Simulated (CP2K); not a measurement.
Crystal: AlN.

```xyz
2
Lattice="3.0886 0.0000 0.0000 1.5443 2.6748 0.0000 1.5443 0.8916 2.5219" Properties=species:S:1:pos:R:3 pbc="T T T"
Al    0.0000    0.0000    0.0000
N     1.5443    0.8916    0.6305
```

Measurements of this composition are mostly on another form, of space group No. 186.

Base run:

```yaml
Program: CP2K 2026.2
Functional: PBE
Potentials_or_basis: POTENTIAL_UZH Al GTH-PBE-q3, N GTH-PBE-q5; TZVP-MOLOPT-PBE-GTH basis
Density_cutoff: 9184 eV
k_mesh: 10 × 10 × 10
Occupations: fermi-dirac, width 0.05 eV
Spin: no spin polarisation
```

Its results: band gap on the k mesh 3.32 eV, indirect (least direct gap 4.22 eV); pressure 3.8 GPa.

**Question.** The run is repeated on the same cell with these changes: functional from PBE to MS2. What comes out?

**Answer.** Band gap on the k mesh 3.77 eV, indirect (least direct gap 4.69 eV); pressure -0.6 GPa.

MS2 gives the wider gap, since meta-GGAs in the generalised Kohn-Sham scheme recover part of the derivative discontinuity.

Caveats: the basis of atomic orbitals isn't converged, which shifts pressures, moduli and gaps; the potentials were made for another functional, which shifts forces and pressure (some runs).
